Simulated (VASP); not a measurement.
The system is Zr.

```
CELL_PARAMETERS angstrom
3.23200 0.00000 0.00000
-1.61600 2.79899 0.00000
0.00000 0.00000 5.14700
ATOMIC_POSITIONS crystal
Zr 0.66667 0.33333 0.75000
Zr 0.33333 0.66667 0.25000
```

* Program: VASP 6.6.1
* Task: relaxation of cell and atoms
* Functional: PBE
* Dispersion: D3(BJ)
* Potentials or basis: VASP PAW PBE potentials, release 64 (Zr_sv)
* Cutoff: 600 eV
* k mesh: 8 × 8 × 4
* Occupations: fermi-dirac, width 0.05 eV
* Spin: no spin polarisation

At the start: pressure -3.1 GPa; volume 23.28 Å³/atom.

Where does the relaxation end?

Over 3 steps the energy falls by 7.1 meV/atom and the volume is 22.56 Å³/atom (-3.1 %); space group P6_3/mmc (No. 194, to 0.05 Å).

The path:
| step | energy change (eV) | largest force (eV/Å) | pressure (GPa) | volume (Å³) |
| --- | --- | --- | --- | --- |
| 1 | 0.0000 | 0.0000 | -3.06 | 46.56 |
| 2 | 0.0016 | 0.0000 | 3.53 | 43.63 |
| 3 | -0.0143 | 0.0000 | -0.02 | 45.11 |

Final structure:
```yaml
crystal:
  lattice:
    - [3.19815, 0.00000, 0.00000]
    - [-1.59907, 2.76968, 0.00000]
    - [0.00000, 0.00000, 5.09291]
  atoms:
    - { symbol: Zr, position: [0.66667, 0.33333, 0.75000] }
    - { symbol: Zr, position: [0.33333, 0.66667, 0.25000] }
```

Caveat: pairwise dispersion overbinds metals, which lowers pressure and volume.
